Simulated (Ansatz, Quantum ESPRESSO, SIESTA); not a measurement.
**CsSnI3: 3 runs at one level of theory**

```
Cs I Sn
1.0
     6.20570    0.00000    0.00000
     0.00000    6.20570    0.00000
     0.00000    0.00000    6.20570
Cs I Sn
1 3 1
Cartesian
  0.0000 0.0000 0.0000
  3.1029 3.1029 0.0000
  3.1029 0.0000 3.1029
  0.0000 3.1029 3.1029
  3.1029 3.1029 3.1029
```

The cell was measured well above room temperature.

Alike in all runs: task equation of state; functional PBE; k mesh 5 × 5 × 5; occupations fermi-dirac, width 0.05 eV; no spin polarisation; no spin-orbit coupling.

```
                                                                                                        program and potentials  plane-wave cutoff (eV)         notes  equilibrium volume (Å³/atom)  bulk modulus (GPa)
                                                                                     Quantum ESPRESSO, SSSP 1.3 efficiency PBE                     816             -                         49.24                15.3
SIESTA, files PseudoDojo sr-pbe-0.4.1-standard, DZP (energy shift 0.003 Ry; two zetas on semicore shells; d shell added on Cs)                       -  atomic basis                         49.71                16.1
                                                                                Ansatz, all-electron LAPW, scalar-relativistic                       -             -                         49.34                15.3
```

The equilibrium volume spans 49.24 (Quantum ESPRESSO, SSSP 1.3 efficiency PBE) to 49.71 Å³/atom (SIESTA, files PseudoDojo sr-pbe-0.4.1-standard, DZP (energy shift 0.003 Ry; two zetas on semicore shells; d shell added on Cs)), with all-electron results at 49.34. The bulk modulus spans 15.3 (Ansatz, all-electron LAPW, scalar-relativistic) to 16.1 GPa (SIESTA, files PseudoDojo sr-pbe-0.4.1-standard, DZP (energy shift 0.003 Ry; two zetas on semicore shells; d shell added on Cs)), with all-electron results at 15.3. Rows in atomic bases carry the error of their basis and grid, which can be large.

The functional is the same throughout but for its coding, so the spread measures potentials, basis and numerics; runs on potential files found faulty are left out.
